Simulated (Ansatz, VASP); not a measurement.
# Two plane-wave programs on AlRu

File INCAR:

```
SYSTEM = AlRu
PREC     = Accurate       ! precision mode
ENCUT    = 520            ! plane-wave cutoff, eV
EDIFF    = 1E-6           ! SCF threshold, eV
ISMEAR   = 0              ! smearing method
SIGMA    = 0.027000000000000003 ! smearing width, eV
LREAL    = .False.        ! projectors in reciprocal space
LASPH    = .True.         ! aspherical terms in the spheres
NELM     = 80             ! most SCF steps
ALGO     = Fast           ! electronic algorithm
ISIF     = 2              ! what is computed and relaxed
LWAVE    = .False.        ! write WAVECAR
LCHARG   = .True.         ! write CHGCAR
GGA      = PE             ! functional
LELF     = .True.         ! ELF
LVHAR    = .True.       
NBANDS   = 16             ! bands
```

KPOINTS

```
regular mesh
0
Gamma
  9 9 9
  0 0 0
```

File POSCAR:

```
AlRu
1.0
    2.9916000000      0.0000000000      0.0000000000
    0.0000000000      2.9916000000      0.0000000000
    0.0000000000      0.0000000000      2.9916000000
Ru Al
1 1
Direct
    0.5000000000      0.5000000000      0.5000000000
    0.0000000000      0.0000000000      0.0000000000
```

input.yaml

```yaml
crystal:
  lattice:
    - [2.9916, 0.0, 0.0]
    - [0.0, 2.9916, 0.0]
    - [0.0, 0.0, 2.9916]
  atoms:
    - { symbol: Ru, position: [0.5, 0.5, 0.5] }
    - { symbol: Al, position: [0.0, 0.0, 0.0] }
hamiltonian:
  xc: pbe
  pseudopotentials: { kind: paw }
kpoints:
  mp_grid: { grid: [9, 9, 9] }
scf:
  occupations: { method: gaussian, width: 0.027 }
output:
  forces: true
  stress: true
  eigenvalues: true
```

Alike in both runs: task single point; functional PBE; k mesh 9 × 9 × 9; occupations gaussian, width 0.027 eV; no spin polarisation.

|  | VASP | Ansatz |
| --- | --- | --- |
| version | VASP 6.6.1 | Ansatz 0.2.0 |
| potentials or method | VASP PAW PBE potentials, release 64 (Ru_pv, Al) | Ansatz PAW |
| plane-wave cutoff (eV) | 520 | 420 |
| valence electrons in the cell | 17 | 19 |

|  | VASP | Ansatz | Ansatz less VASP |
| --- | --- | --- | --- |
| gap on the k mesh at the Fermi level (eV) | none | none | - |
| pressure (GPa) | 2.3 | 2.5 | +0.23 |

A gap of «none» marks a metal or a gap that the smearing closes. The two sets of potentials don't hold the same shells in valence.
